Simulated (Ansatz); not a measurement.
## Property card for Ge

These are results of DFT PBE, scalar-relativistic, plane waves, PAW in Ansatz, not measurements.

Plane waves to 420 eV, a k mesh through Γ of 12×12×4 on the computed 10-atom cell and Gaussian smearing (0.10 eV); no spin polarisation.

The structure is relaxed at this level of theory with its symmetry kept, and needn't be the ground state of this composition.

```cif
data_structure
_symmetry_space_group_name_H-M 'P 1'
_symmetry_Int_Tables_number 1
_cell_length_a 4.0675
_cell_length_b 4.0675
_cell_length_c 16.6656
_cell_angle_alpha 90.000
_cell_angle_beta 90.000
_cell_angle_gamma 120.000
_cell_volume 238.78
loop_
_atom_site_label
_atom_site_type_symbol
_atom_site_fract_x
_atom_site_fract_y
_atom_site_fract_z
_atom_site_occupancy
Ge1 Ge 0.33333 0.66667 0.12477 1
Ge2 Ge 0.33333 0.66667 0.52510 1
Ge3 Ge 0.66667 0.33333 0.72578 1
Ge4 Ge 0.00000 0.00000 0.92521 1
Ge5 Ge 0.66667 0.33333 0.32430 1
Ge6 Ge 0.33333 0.66667 0.67570 1
Ge7 Ge 0.00000 0.00000 0.07479 1
Ge8 Ge 0.66667 0.33333 0.87523 1
Ge9 Ge 0.33333 0.66667 0.27422 1
Ge10 Ge 0.66667 0.33333 0.47490 1
```

(1) Energy over the standard state (uncorrected)?

(2) Kohn–Sham band gap?

(3) Density of states at the Fermi level?

(4) Orbital (Löwdin) character within 0.5 eV of the Fermi level?

(5) Bader charge by site (e)?

Answers

(1) +0.004 eV/atom.

(2) zero, with almost no states at the Fermi level.

(3) 0.0 states/eV per cell.

(4) Ge 4p 80 %, Ge 4s 18 %.

(5) Ge (2 in the cell) 0.00, Ge (2 in the cell) 0.00, Ge (2 in the cell) 0.00, Ge (2 in the cell) 0.00, Ge (2 in the cell) 0.00.

The cell was found from a structure generator's guess, not taken from experiment. Löwdin shares on free-atom orbitals overweight diffuse shells.
